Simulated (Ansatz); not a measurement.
CdTe: single point with PBE

**Experimental background.**

From a printed reference work, data compilation, for a bulk crystal of CdTe at 0 K: band gap 1.607 eV.

CdTe:

```xyz
2
Lattice="0.0000 3.2050 3.2050 3.2050 0.0000 3.2050 3.2050 3.2050 0.0000" Properties=species:S:1:pos:R:3 pbc="T T T"
Te    4.8075    4.8075    4.8075
Cd    0.0000    0.0000    0.0000
```

```
Program             : Ansatz 0.2.0
Task                : single point
Functional          : PBE
Potentials or basis : Ansatz PAW
Cutoff              : 420 eV (not typed: the program's choice for these potentials)
k mesh              : 7 × 7 × 7
Occupations         : gaussian, width 0.015 eV
Spin                : no spin polarisation
```

* Pressure: 4.2 GPa
* Band gap on the k mesh: 0.87 eV, direct

Levels at points of the mesh, in eV from the valence-band top:
| k point | band 16 | band 17 | band 18 | band 19 | band 20 | band 21 |
| --- | --- | --- | --- | --- | --- | --- |
| (0.00, 0.00, 0.00) | 0.00 | 0.00 | 0.00 | 0.87 | 4.60 | 4.60 |

It took 1.8 s on 2 threads of Intel(R) Xeon(R) Processor @ 2.70GHz (shared host), peak memory 0.37 GiB.

Measured gap of CdTe: 1.607 eV (0 K; a printed reference work, data compilation). This calculation gives 0.87 eV (-0.73 eV). Spin-orbit coupling on Cd, Te is left out. The value is that of PBE, without temperature or zero-point motion. Semilocal functionals fall short of measured gaps as a rule.

Caveat: odd divisions of the mesh miss points on the zone boundary, where band edges often lie, so the gap on the mesh can be too wide; spin-orbit coupling is left out, which moves the levels of the heavy elements.
